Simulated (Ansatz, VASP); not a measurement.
This is a calculation of Pb (Lead) for Ansatz 0.2.0. 

Contents of input.yaml:

```yaml
crystal:
  lattice:
    - [0.0, 2.47502, 2.47502]
    - [2.47502, 0.0, 2.47502]
    - [2.47502, 2.47502, 0.0]
  atoms:
    - { symbol: Pb, position: [0.0, 0.0, 0.0] }
kpoints:
  mp_grid: { grid: [9, 9, 9] }
scf:
  occupations: { method: gaussian, width: 0.019 }
hamiltonian:
  xc: pbe
  pseudopotentials: { kind: all_electron, lapw: { basis_error: 0.001 } }
output:
  forces: true
  stress: true
  eigenvalues: true
```

Potentials or basis: all-electron LAPW, scalar-relativistic.

Run with:

```console
$ ansatz run input.yaml --threads 1 --pin off --max-ram 3072MiB --backend cpu --events-out ev --progress --plain --runs-dir out
```

Translate it to VASP 6.6.1. Potentials or basis there: PBE PAW files Pb_d, 520 eV.

As run (cutoffs and basis follow the program's own potentials, and thresholds, step limits or extra output files can differ):

File INCAR:

```
SYSTEM = Pb
PREC = Accurate
ENCUT = 520
EDIFF = 1E-6
ISMEAR = 0
SIGMA = 0.019000000000000003
LREAL = .FALSE.
LASPH = .TRUE.
NELM = 80
ALGO = Normal
ISIF = 2
LWAVE = .FALSE.
LCHARG = .FALSE.
GGA = PE
```

KPOINTS

```
Automatic mesh
0
G
  9 9 9
  0 0 0
```

File POSCAR:

```
Pb
1.0
    0.0000000000      2.4750200000      2.4750200000
    2.4750200000      0.0000000000      2.4750200000
    2.4750200000      2.4750200000      0.0000000000
Pb
1
Direct
    0.0000000000      0.0000000000      0.0000000000
```

Potentials or basis: VASP PAW PBE potentials, release 64 (Pb_d).

Command:

```bash
$ cat potpaw_PBE.64/Pb_d/POTCAR > POTCAR
$ mpirun -np 1 vasp_std > vasp.out
```

Both were run:

|  | Ansatz | VASP |
| --- | --- | --- |
| Pressure | 2.3 GPa | 2.2 GPa |

Where Ansatz's input types no cutoff or centring, it takes its own default and a Γ-centred mesh.

Pressure is positive in compression.
